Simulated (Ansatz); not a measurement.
Theory: DFT r2SCAN, scalar-relativistic, plane waves, PAW (Ansatz). All cells share a 500 eV cutoff and Γ-centred k meshes spaced at most 0.3 Å⁻¹ (0.19 for metals, 2π included).

These are static lattice energies at zero pressure. Larger cells and other orderings weren't all tried, so the list isn't exhaustive. No run is spin-polarised.

(1) Which of these relaxed structures of SnO2 is the lowest in energy?
A.

```cif
data_structure
_symmetry_space_group_name_H-M 'Fm-3m'
_symmetry_Int_Tables_number 225
_cell_length_a 5.0674
_cell_length_b 5.0674
_cell_length_c 5.0674
_cell_angle_alpha 90.000
_cell_angle_beta 90.000
_cell_angle_gamma 90.000
_cell_volume 130.12
loop_
_atom_site_label
_atom_site_type_symbol
_atom_site_symmetry_multiplicity
_atom_site_Wyckoff_symbol
_atom_site_fract_x
_atom_site_fract_y
_atom_site_fract_z
_atom_site_occupancy
Sn1 Sn 4 a 0.00000 0.00000 0.00000 1
O1 O 8 c 0.25000 0.75000 0.75000 1
```

B.

```cif
data_structure
_symmetry_space_group_name_H-M 'P4_2/mnm'
_symmetry_Int_Tables_number 136
_cell_length_a 4.7599
_cell_length_b 4.7599
_cell_length_c 3.2007
_cell_angle_alpha 90.000
_cell_angle_beta 90.000
_cell_angle_gamma 90.000
_cell_volume 72.52
loop_
_atom_site_label
_atom_site_type_symbol
_atom_site_symmetry_multiplicity
_atom_site_Wyckoff_symbol
_atom_site_fract_x
_atom_site_fract_y
_atom_site_fract_z
_atom_site_occupancy
Sn1 Sn 2 a 0.50000 0.50000 0.50000 1
O1 O 4 f 0.30591 0.30591 0.00000 1
```

Results:

(1) B. The P4_2/mnm (No. 136) one; the other lies 281 meV/atom higher.